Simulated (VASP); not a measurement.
# Sb (I4/mmm) in VASP: notebook

The runs below take Sb through single point, with PBE+D3(BJ).

All numbers are computed with VASP 6.6.1; they aren't measurements. Logs are shortened: lines on timing, memory, paths and dates and some standing lists are left out, and cuts for length are marked.

### Step 1. The cell of the first run

Symmetry: I4/mmm, No. 139, tetragonal system. Conventional cell: a = 3.353 Å, b = 3.353 Å, c = 4.980 Å, α = 90.00°, β = 90.00°, γ = 90.00°. Sb (site symmetry 4/mmm) is surrounded by 12 Sb at 3.35 to 3.44 Å.

This isn't the form of Sb at room conditions, which is rhombohedral.

### Step 2. Single point, PBE+D3(BJ) (strain +0.000 along x and y, +0.050 along z, atoms carried along)

Contents of INCAR:

```
SYSTEM = Sb
PREC = Accurate ; ENCUT = 520
EDIFF = 1E-6 ; ISMEAR = 0
SIGMA = 0.15 ; LREAL = .False.
LASPH = .True. ; NELM = 100
ALGO = Normal ; ISIF = 2
LWAVE = .False. ; LCHARG = .False.
GGA = PE ; IVDW = 12
NBANDS = 8
```

Contents of KPOINTS:

```
Automatic mesh
0
Gamma
  18 18 18
  0 0 0
```

Contents of POSCAR:

```
Sb
1.0
    0.0000000000      2.3712425216      2.4898046477
    2.3712425216      0.0000000000      2.4898046477
    2.3712425216      2.3712425216      0.0000000000
Sb
1
Direct
    0.0000000000      0.0000000000      0.0000000000
```

Potentials or basis: VASP PAW PBE potentials, release 64 (Sb).

Run with:

```bash
cat potpaw_PBE.64/Sb/POTCAR > POTCAR
mpirun -np 1 vasp_std > vasp.out
```

OUTCAR:

```text
SYSTEM = Sb
   PREC = Accurate
   ENCUT = 520
   EDIFF = 1E-6
   ISMEAR = 0
   LREAL = .False.
   LASPH = .True.
   NELM = 100
   ISIF = 2
   GGA = PE
   IVDW = 12
 IVDW          = 12

 ion  position               nearest neighbor table
   1  0.000  0.000  0.000-

  LATTYP: Found a body centered tetragonal cell.
 ALAT       =     3.3534433337
 C/A-ratio  =     1.4849242405

  Lattice vectors:

 A1 = (  -2.3712425216,   0.0000000000,   2.4898046477)
 A2 = (   2.3712425216,   0.0000000000,   2.4898046477)
 A3 = (   0.0000000000,   2.3712425216,  -2.4898046477)

Analysis of symmetry for initial positions (statically):
=====================================================================
 Subroutine PRICEL returns:
 Original cell was already a primitive cell.

 Routine SETGRP: Setting up the symmetry group for a
 body centered tetragonal supercell.

 Subroutine GETGRP returns: Found 16 space group operations
 (whereof 16 operations were pure point group operations)
 out of a pool of 16 trial point group operations.

The static configuration has the point symmetry D_4h.

Analysis of symmetry for dynamics (positions and initial velocities):
=====================================================================
 Subroutine PRICEL returns:
 Original cell was already a primitive cell.

 Routine SETGRP: Setting up the symmetry group for a
 body centered tetragonal supercell.

 Subroutine GETGRP returns: Found 16 space group operations
 (whereof 16 operations were pure point group operations)
 out of a pool of 16 trial point group operations.

The dynamic configuration has the point symmetry D_4h.

 Subroutine INISYM returns: Found 16 space group operations
 (whereof 16 operations are pure point group operations),
 and found     1 'primitive' translations

----------------------------------------------------------------------------------------

                                     Primitive cell

  volume of cell :      27.9993

  direct lattice vectors                    reciprocal lattice vectors
     0.000000000  2.371242522  2.489804648    -0.210859916  0.210859916  0.200818968
     2.371242522  0.000000000  2.489804648     0.210859916 -0.210859916  0.200818968
     2.371242522  2.371242522  0.000000000     0.210859916  0.210859916 -0.200818968

  length of vectors
     3.438301656  3.438301656  3.353443334     0.359516434  0.359516434  0.359516434

  position of ions in fractional coordinates (direct lattice)
     0.000000000  0.000000000  0.000000000

  ion indices of the primitive-cell ions
   primitive index   ion index
                 1           1

----------------------------------------------------------------------------------------

 KPOINTS: Automatic mesh

Automatic generation of k-mesh.
 Grid dimensions read from file:
 generate k-points for:   18   18   18

 Generating k-lattice:

  Cartesian coordinates                     Fractional coordinates (reciprocal lattice)
    -0.011714440  0.011714440  0.011156609     0.055555556 -0.000000000  0.000000000
     0.011714440 -0.011714440  0.011156609    -0.000000000  0.055555556  0.000000000
     0.011714440  0.011714440 -0.011156609     0.000000000  0.000000000  0.055555556

  Length of vectors
     0.019973135  0.019973135  0.019973135

  Shift w.r.t. Gamma in fractional coordinates (k-lattice)
     0.000000000  0.000000000  0.000000000

 Subroutine IBZKPT returns following result:
 ===========================================

 Found    480 irreducible k-points:

 Following reciprocal coordinates:
            Coordinates               Weight
  0.000000  0.000000  0.000000      1.000000
  0.055556  0.000000  0.000000      8.000000
  0.111111  0.000000  0.000000      8.000000
  0.166667  0.000000  0.000000      8.000000
  0.222222  0.000000  0.000000      8.000000
  0.277778  0.000000  0.000000      8.000000
[... 16 lines left out ...]
 -0.277778  0.055556  0.000000      8.000000
 -0.222222  0.055556  0.000000      8.000000
 [... further k-points ...]
   k-points           NKPTS =    480   k-points in BZ     NKDIM =    480   number of bands    NBANDS=      8
   number of dos      NEDOS =    301   number of ions     NIONS =      1
   total plane-waves  NPLWV =  21952
   dimension x,y,z NGX =    28 NGY =   28 NGZ =   28
   dimension x,y,z NGXF=    56 NGYF=   56 NGZF=   56
   ions per type =               1
   NGX,Y,Z   is equivalent  to a cutoff of  13.54, 13.54, 13.88 a.u.
   NGXF,Y,Z  is equivalent  to a cutoff of  27.08, 27.08, 27.76 a.u.
 SYSTEM =  Sb
   PREC   = accura    normal or accurate (medium, high low for compatibility)
   ISTART =      0    job   : 0-new  1-cont  2-samecut
   ICHARG =      2    charge: 1-file 2-atom 10-const
   ISPIN  =      1    spin polarized calculation?
   LNONCOLLINEAR =      F non collinear calculations
   LSORBIT =      F    spin-orbit coupling
   LASPH  =      T    aspherical Exc in radial PAW
   ENCUT  =  520.0 eV  38.22 Ry    6.18 a.u.   6.39  6.39  6.24*2*pi/ulx,y,z
   NELM   =    100;   NELMIN=  2; NELMDL= -5     # of ELM steps
   EDIFF  = 0.1E-05   stopping-criterion for ELM
   LREAL  =      F    real-space projection
   EDIFFG = 0.1E-04   stopping-criterion for IOM
   NSW    =      0    number of steps for IOM
   IBRION =     -1    ionic relax: 0-MD 1-quasi-New 2-CG
   NFREE  =      0    steps in history (QN), initial steepest desc. (CG)
   ISIF   =      2    stress and relaxation
   ISYM   =      2    0-nonsym 1-usesym 2-fastsym
   POTIM  = 0.5000    time-step for ionic-motion
   TEBEG  =    0.0;   TEEND  =   0.0 temperature during run
   PSTRESS=    0.0 pullay stress
   NELECT =       5.0000    total number of electrons
   NUPDOWN=      -1.0000    fix difference up-down
   EMIN   =  10.00;   EMAX   =-10.00  energy-range for DOS
   EFERMI =   0.00;   METHOD = LEGACY
   ISMEAR =     0;   SIGMA  =   0.15  broadening in eV -4-tet -1-fermi 0-gaus
   EFERMI_NEDOS =   21; number of points for ismear=-14 and -15
   IALGO  =     38    algorithm
   IMIX   =      4    mixing-type and parameters
     AMIX     =   0.40;   BMIX     =  1.00
     AMIX_MAG =   1.60;   BMIX_MAG =  1.00
  volume/ion in A,a.u.               =      28.00       188.95
  Fermi-wavevector in a.u.,A,eV,Ry     =   0.921897  1.742133 11.563512  0.849894
  Thomas-Fermi vector in A             =   2.047364
   LORBIT       =      0    0 simple, 1 ext, 2 COOP (PROOUT), +10 PAW based schemes
   GGA     = PE    functional components
   LHFCALC =     F    Hartree Fock is set to
   AEXX    =    0.0000 exact exchange contribution
   IVDW    =    12    specifies the selected vdW correction
   LEPSILON=     F    determine dielectric tensor
   LRPA    =     F    only Hartree local field effects (RPA)
 non-spin polarized calculation
 Gauss-broadening in eV      SIGMA  =   0.15
  energy-cutoff  :      520.00
  volume of cell :       28.00
 maximum number of plane-waves:       774
 NGX is ok and might be reduce to    28
   NGX = 13   NGY = 13   NGZ = 13

 number of electron       5.0000000 magnetization

 Free energy of the ion-electron system (eV)
  ---------------------------------------------------
  ext. energy  EPLUGINS =         0.00000000
  ---------------------------------------------------
  free energy    TOTEN  =        -3.82655984 eV

  energy without entropy =       -3.81821882  energy(sigma->0) =       -3.82238933

 E-fermi :   8.0337     XC(G=0): -10.0632

 val. band max:        8.0336031638   @ k =  -0.3889   0.1111   0.3889
 cond. band min:       8.0339140405   @ k =   0.4444   0.2778   0.1111
 fundamental gap:      0.0003108767
 Fermi energy:         8.0337262423

 k-point     1 :       0.0000    0.0000    0.0000
  band No.  band energies     occupation
      1      -4.6033      2.00000
      2      13.0428      0.00000
      3      13.0666      0.00000
      4      13.0666      0.00000
      5      17.6571      0.00000
      6      17.9798      0.00000
      7      17.9798      0.00000
      8      18.2923      0.00000

 k-point     2 :       0.0556    0.0000    0.0000
  band No.  band energies     occupation
      1      -4.5445      2.00000
      2      12.4841      0.00000
      3      12.9545      0.00000
      4      13.0081      0.00000
      5      17.2609      0.00000
      6      17.8900      0.00000
      7      18.1006      0.00000
      8      19.2609      0.00000

 k-point     3 :       0.1111    0.0000    0.0000
  band No.  band energies     occupation
      1      -4.3684      2.00000
      2      11.1624      0.00000
      3      12.7041      0.00000
      4      12.8532      0.00000
      5      16.7822      0.00000
      6      18.1810      0.00000
      7      18.4222      0.00000
      8      20.0156      0.00000

 k-point     4 :       0.1667    0.0000    0.0000
  band No.  band energies     occupation
      1      -4.0766      2.00000
      2       9.5923      0.00000
      3      12.3738      0.00000
      4      12.6462      0.00000
      5      16.4300      0.00000
      6      18.2731      0.00000
      7      18.7905      0.00000
      8      19.8789      0.00000

 k-point     5 :       0.2222    0.0000    0.0000
  band No.  band energies     occupation
      1      -3.6727      2.00000
      2       7.9938      1.29339
      3      12.0272      0.00000
      4      12.4291      0.00000
      5      16.1680      0.00000
      6      17.9441      0.00000
      7      18.8238      0.00000
      8      20.0094      0.00000
[... 177 lines left out ...]
 k-point    22 :      -0.3333    0.0556    0.0000
  band No.  band energies     occupation
      1      -2.2780      2.00000
      2       4.5901      2.00000
      3      10.6107      0.00000
      4      12.2451      0.00000
      5      16.2311      0.00000
      6      17.3039      0.00000
      7      17.7512      0.00000
      8      18.8269      0.00000

 k-point    23 :      -0.2778    0.0556    0.0000
  band No.  band energies     occupation
      1      -2.8992      2.00000
      2       5.9428      2.00000
      3      10.8030      0.00000
      4      12.4902      0.00000
      5      16.3087      0.00000
      6      17.8048      0.00000
      7      18.0531      0.00000
      8      19.2622      0.00000

 k-point    24 :      -0.2222    0.0556    0.0000
  band No.  band energies     occupation
      1      -3.4432      2.00000
      2       7.4276      2.00000
      3      11.0850      0.00000
      4      12.7324      0.00000
      5      16.4236      0.00000
      6      18.3441      0.00000
      7      18.4175      0.00000
      8      19.7737      0.00000

 [... further k-points ...]

------------------------ aborting loop because EDIFF is reached ----------------------------------------

 Edisp (eV)   -0.50481

 E8    (eV) :    -0.2333

  FORCE on cell =-STRESS in cart. coord.  units (eV):
  Direction    XX          YY          ZZ          XY          YZ          ZX
  --------------------------------------------------------------------------------------
  -------------------------------------------------------------------------------------
  Total      -0.75286    -0.75286    -0.60676     0.00000     0.00000     0.00000
  in kB     -43.08021   -43.08021   -34.72003     0.00000     0.00000     0.00000
  external pressure =      -40.29 kB  Pullay stress =        0.00 kB

 VOLUME and BASIS-vectors are now :
 -----------------------------------------------------------------------------
  energy-cutoff  :      520.00
  volume of cell :       28.00
      direct lattice vectors                 reciprocal lattice vectors
     0.000000000  2.371242522  2.489804648    -0.210859916  0.210859916  0.200818968
     2.371242522  0.000000000  2.489804648     0.210859916 -0.210859916  0.200818968
     2.371242522  2.371242522  0.000000000     0.210859916  0.210859916 -0.200818968

 POSITION                                       TOTAL-FORCE (eV/Angst)
 -----------------------------------------------------------------------------------
      0.00000      0.00000      0.00000         0.000000     -0.000000      0.000000
 -----------------------------------------------------------------------------------
    total drift:                                0.000000      0.000000      0.000000

  FREE ENERGIE OF THE ION-ELECTRON SYSTEM (eV)
  ---------------------------------------------------
  free  energy   TOTEN  =        -4.3313676692 eV

  energy  without entropy=       -4.3230266532  energy(sigma->0) =       -4.32719716
```

Run time: 40 s. Hardware: 1 thread of Intel Xeon 6975P-C (Granite Rapids), shared host; peak memory 0.25 GiB.

What came out:

```yaml
Free_energy: -4.3314 eV
Pressure: -4.0 GPa
Band_gap_on_the_k_mesh: none (metal or under the smearing width)
Dispersion_energy_per_atom: -0.505 eV
```

Stress tensor (GPa, compression positive):
```
-4.31  0.00  0.00
 0.00 -4.31  0.00
 0.00  0.00 -3.47
```

Levels at points of the mesh, in eV from the Fermi level:
| k point | band 1 | band 2 | band 3 | band 4 | band 5 | band 6 | band 7 |
| --- | --- | --- | --- | --- | --- | --- | --- |
| (0.00, 0.00, 0.00) | -12.64 | 5.01 | 5.03 | 5.03 | 9.62 | 9.95 | 9.95 |
| (0.50, 0.00, 0.00) | -9.10 | -5.58 | 3.03 | 3.82 | 7.66 | 8.91 | 9.37 |
| (0.50, 0.50, 0.00) | -7.98 | -4.95 | 0.76 | 0.76 | 4.53 | 4.90 | 17.41 |
| (0.50, 0.00, 0.50) | -7.39 | -4.60 | -0.01 | 0.36 | 3.92 | 4.50 | 17.16 |

Caveat: pairwise dispersion overbinds metals, which lowers pressure and volume. Spin-orbit coupling is left out, which matters for the levels of Sb.

### Step 3. Single point, PBE+D3(BJ) (strain +0.000 along x and y, -0.050 along z, atoms carried along)

Contents of INCAR:

```
SYSTEM = Sb
PREC = Accurate
ENCUT = 520
EDIFF = 1E-6
ISMEAR = 0
SIGMA = 0.15
LREAL = .False.
LASPH = .True.
NELM = 100
ALGO = Normal
ISIF = 2
LWAVE = .False.
LCHARG = .True.
GGA = PE
IVDW = 12
LELF = .True.
LVHAR = .True.
NBANDS = 8
```

Contents of KPOINTS:

```
regular mesh
0
Gamma
  18 18 18
  0 0 0
```

Contents of POSCAR:

```
Sb
1.0
    0.0000000000      2.3712425216      2.2526803955
    2.3712425216      0.0000000000      2.2526803955
    2.3712425216      2.3712425216      0.0000000000
Sb
1
Direct
    0.0000000000      0.0000000000      0.0000000000
```

Potentials or basis: VASP PAW PBE potentials, release 64 (Sb).

Run with:

```bash
cat potpaw_PBE.64/Sb/POTCAR > POTCAR
mpirun -np 1 vasp_std > vasp.out
```

It took 21 s on 1 thread of Intel Xeon 6975P-C (Granite Rapids), shared host; peak memory 0.22 GiB.

The run converged. Its results:

```yaml
Free_energy: -4.3531 eV
Pressure: 2.1 GPa
Band_gap_on_the_k_mesh: none (metal or under the smearing width)
Dispersion_energy_per_atom: -0.558 eV
```

Stress tensor (GPa, compression positive):
```
2.54 0.00 0.00
0.00 2.54 0.00
0.00 0.00 1.23
```

Levels at points of the mesh, in eV from the Fermi level:
| k point | band 1 | band 2 | band 3 | band 4 | band 5 | band 6 | band 7 |
| --- | --- | --- | --- | --- | --- | --- | --- |
| (0.00, 0.00, 0.00) | -13.45 | 5.72 | 5.78 | 5.78 | 10.05 | 10.05 | 10.24 |
| (0.50, 0.00, 0.00) | -9.34 | -6.24 | 3.49 | 4.29 | 8.31 | 8.82 | 9.72 |
| (0.50, 0.50, 0.00) | -7.06 | -4.98 | -0.08 | -0.08 | 3.72 | 4.24 | 17.79 |
| (0.50, 0.00, 0.50) | -7.77 | -5.43 | 0.41 | 0.81 | 4.44 | 4.74 | 17.88 |

Caveat: pairwise dispersion overbinds metals, which lowers pressure and volume. The run has no spin-orbit coupling, so splittings on Sb are missing.
